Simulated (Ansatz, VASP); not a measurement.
**Two plane-wave programs on HgTe**

INCAR

```
PREC = Accurate
ENCUT = 600
EDIFF = 1E-7
ISMEAR = 0
SIGMA = 0.1
LREAL = F
LASPH = T
NELM = 100
ALGO = Normal
ISIF = 3
LWAVE = F
LCHARG = F
GGA = PS
IBRION = 2
NSW = 70
EDIFFG = -0.005
```

KPOINTS

```
regular mesh
0
Gamma
  12 12 12
```

Contents of POSCAR:

```
HgTe
1.0
    0.0000000000      3.3264077980      3.3264077980
    3.3264077980      0.0000000000      3.3264077980
    3.3264077980      3.3264077980      0.0000000000
Hg Te
1 1
Direct
    0.0000000000      0.0000000000      0.0000000000
    0.2500000000      0.2500000000      0.2500000000
```

Input for Ansatz:

```yaml
crystal:
  lattice:
    - [0.0, 3.326407798, 3.326407798]
    - [3.326407798, 0.0, 3.326407798]
    - [3.326407798, 3.326407798, 0.0]
  atoms:
    - { symbol: Hg, position: [0.0, 0.0, 0.0] }
    - { symbol: Te, position: [0.25, 0.25, 0.25] }
basis:
  ecutwfc: 420
kpoints:
  mp_grid: { grid: [12, 12, 12] }
hamiltonian:
  xc: pbesol
scf:
  occupations: { method: gaussian, width: 0.1 }
output:
  forces: true
  stress: true
  eigenvalues: true
  write_density: true
  write_potential: true
  elf: true
  volumetric_format: npy
relax:
  adjacent_minimum: "off"
  f_tol: 0.005
  max_steps: 50
  cell: { stress_tol: 0.05 }
```

Alike in both runs: task relaxation of cell and atoms; functional PBEsol; k mesh 12 × 12 × 12; occupations gaussian, width 0.1 eV; no spin polarisation.

|  | VASP | Ansatz |
| --- | --- | --- |
| version | VASP 6.6.1 | Ansatz 0.2.0 |
| potentials or method | VASP PAW PBE potentials, release 64 (Hg, Te) | scalar-relativistic, plane waves, PAW |
| plane-wave cutoff (eV) | 600 | 420 |
| valence electrons in the cell | 18 | 36 |

```csv
,VASP,Ansatz,Ansatz less VASP
"gap on the k mesh at the Fermi level, each at its own relaxed structure (eV)",none,none,-
relaxed volume (Å³/atom),34.59,34.48,-0.108
relaxed cell length with the largest relative difference (Å),4.608,4.603,-0.0048
energy change over the relaxation (meV/atom),-16,-18,-1.7
```

A gap of «none» marks a metal or a gap that the smearing closes. The two sets of potentials don't hold the same shells in valence.

Caveats: the PAW data sets were made with another functional, which shifts forces and pressure a little (VASP). The runs have no spin-orbit coupling, so splittings on Hg, Te are missing.
